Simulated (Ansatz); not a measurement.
Crystal: BAs.

```
As B
1.0
     0.00000    2.38850    2.38850
     2.38850    0.00000    2.38850
     2.38850    2.38850    0.00000
As B
1 1
Direct
  0.75000 0.75000 0.75000
  0.00000 0.00000 0.00000
```

```yaml
Program: Ansatz 0.2.0
Task: relaxation of cell and atoms
Functional: RPBE
Dispersion: D3(BJ)
Potentials_or_basis: all-electron LAPW, scalar-relativistic
Basis_error_allowed: 0.001 eV/atom
k_mesh: 10 × 10 × 10
Occupations: fermi-dirac, width 0.05 eV
Spin: no spin polarisation
```

At the start: volume 13.63 Å³/atom.

How do energy, volume and symmetry change on relaxing?

Over 5 steps the energy falls by 60.3 meV/atom and the volume is 12.30 Å³/atom (-9.7 %); space group F-43m (No. 216, to 0.05 Å).

Step by step:
```
step  energy change (eV)  largest force (eV/Å)  volume (Å³)
   1              0.0000                0.0000        27.25
   2             -0.1084                0.0000        25.39
   3             -0.1201                0.0000        24.46
   4             -0.1206                0.0000        24.61
   5             -0.1206                0.0000        24.61
```

Final structure:
```
As B
1.0
     0.00000    2.30865    2.30865
     2.30865    0.00000    2.30865
     2.30865    2.30865    0.00000
As B
1 1
Direct
  0.75000 0.75000 0.75000
  0.00000 0.00000 0.00000
```
